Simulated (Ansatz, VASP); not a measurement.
Given: the input of a run of Ansatz 0.2.0 on InAs.

The input input.yaml:

```yaml
crystal:
  lattice:
    - [0.0, 3.018, 3.018]
    - [3.018, 0.0, 3.018]
    - [3.018, 3.018, 0.0]
  atoms:
    - { symbol: In, position: [0.0, 0.0, 0.0] }
    - { symbol: As, position: [0.75, 0.75, 0.75] }
hamiltonian:
  xc: pbe
  pseudopotentials: { kind: paw }
kpoints:
  mp_grid: { grid: [8, 8, 8] }
scf:
  occupations: { method: gaussian, width: 0.029 }
output:
  forces: true
  stress: true
  eigenvalues: true
```

Potentials or basis: Ansatz PAW.

Launch:

```bash
$ ansatz run input.yaml --threads 2 --pin off --max-ram 5632MiB --backend cpu --events-out ev --progress --plain --runs-dir out
```

Problem. Translate it to VASP 6.6.1. Potentials there: VASP PAW PBE potentials, release 64 (In_d, As).

Solution. As run (the cutoff follows the program's own potentials):

The input INCAR:

```
  PREC = Accurate
  ENCUT = 520
  EDIFF = 1E-7
  ISMEAR = 0
  SIGMA = 0.028999999999999998
  LREAL = F
  LASPH = T
  NELM = 80
  ALGO = Normal
  ISIF = 2
  LWAVE = F
  LCHARG = F
  GGA = PE
```

File KPOINTS:

```
Automatic mesh
0
Gamma
  8 8 8
```

Contents of POSCAR:

```
InAs
1.0
    0.0000000000      3.0180000000      3.0180000000
    3.0180000000      0.0000000000      3.0180000000
    3.0180000000      3.0180000000      0.0000000000
In As
1 1
Direct
    0.0000000000      0.0000000000      0.0000000000
    0.7500000000      0.7500000000      0.7500000000
```

Potentials or basis: VASP PAW PBE potentials, release 64 (In_d, As).

Launch:

```console
$ cat potpaw_PBE.64/In_d/POTCAR potpaw_PBE.64/As/POTCAR > POTCAR
$ mpirun -np 1 vasp_std > vasp.out
```

Both were run:

|  | VASP | Ansatz | Ansatz less VASP |
| --- | --- | --- | --- |
| gap on the k mesh at the Fermi level (eV) | none | none | - |
| pressure (GPa) | 4.4 | 4.3 | -0.07 |

A gap of «none» marks a metal or a gap that the smearing closes. With one functional, cell and mesh, what is left measures potentials, basis and numerics. The two sets of potentials don't hold the same shells in valence.

Caveats: this crystal is a semiconductor, whose small gap the functional closes, so the metal is an error of the method.
